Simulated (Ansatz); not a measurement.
# ZrO2: the cost of one run

Method: DFT r2SCAN, scalar-relativistic, plane waves, PAW, in Ansatz 0.2.0.

1 further run of the same task is left out (set aside as unsound or not needed). Runs told in other sessions of the task aren't counted.

**1. The starting structure**

It takes space group P4_2/nmc (No. 137, tetragonal). The conventional cell has a = 3.601 Å, b = 3.601 Å, c = 5.228 Å, α = 90.00°, β = 90.00°, γ = 90.00°. Zr (site symmetry -4m2) has 4 O at 2.07 Å in its first shell of neighbours. O (site symmetry 2mm) has 2 Zr at 2.07 Å in its first shell of neighbours.

As a file:

```cif
data_structure
_symmetry_space_group_name_H-M 'P4_2/nmc:1'
_symmetry_Int_Tables_number 137
_cell_length_a 3.6015
_cell_length_b 3.6015
_cell_length_c 5.2281
_cell_angle_alpha 90.000
_cell_angle_beta 90.000
_cell_angle_gamma 90.000
_cell_volume 67.81
loop_
_atom_site_label
_atom_site_type_symbol
_atom_site_symmetry_multiplicity
_atom_site_Wyckoff_symbol
_atom_site_fract_x
_atom_site_fract_y
_atom_site_fract_z
_atom_site_occupancy
Zr1 Zr 2 a 0.00000 0.00000 0.00000 1
O1 O 4 d 0.00000 0.50000 0.19678 1
```

It is the result of an earlier relaxation at this level (volume 11.30 Å³/atom; gap on the mesh: 4.62 eV).

**2. Zero of energy**

The reference gives a free energy of -10676.2959 eV, pressure -0.02 GPa, largest force 0.000 eV/Å and gap on the mesh 4.62 eV. It was computed beforehand with the settings of the runs below.

**3. Setting up a frozen normal mode**

Mode 8 of the phonon run on this cell, counted from the lowest, is frozen in: each atom moves by x times its row below, so x is the largest displacement.

```
atom     ux     uy      uz
 Zr1  0.000  0.000   0.163
 Zr2  0.000  0.000  -0.163
  O3  0.000  0.000   1.000
  O4  0.000  0.000   0.815
  O5  0.000  0.000  -1.000
  O6  0.000  0.000  -0.815
```

**4. x = -0.120 Å**

Input file input.yaml:

```yaml
crystal:
  lattice:
    - [3.6014526624, 0.0, 0.0]
    - [0.0, 3.6014526624, 0.0]
    - [0.0, 0.0, 5.2281148285]
  atoms:
    - { symbol: Zr, position: [0.0, 0.0, -0.0037325786] }
    - { symbol: Zr, position: [0.5, 0.5, 0.5037325786] }
    - { symbol: O, position: [0.0, 0.5, 0.1738222236] }
    - { symbol: O, position: [0.0, 0.5, 0.6780689085] }
    - { symbol: O, position: [0.5, 0.0, 0.3261777764] }
    - { symbol: O, position: [0.5, 0.0, 0.8219310915] }
basis:
  ecutwfc: 500
kpoints:
  mp_grid: { grid: [6, 6, 6] }
hamiltonian:
  xc: r2scan
scf:
  occupations: { method: gaussian, width: 0.05 }
output:
  forces: true
  stress: true
  eigenvalues: true
```

Started as:

```bash
$ ansatz run input.yaml --threads 2 --pin off --max-ram 5120MiB --backend cpu --events-out ev --progress --plain --runs-dir out
```

Q: Estimate wall time and peak memory on 2 threads of Oxide Virtual Turin-like (Zen 5), shared host.

About 6.2 s, with a peak of 0.6 GiB.
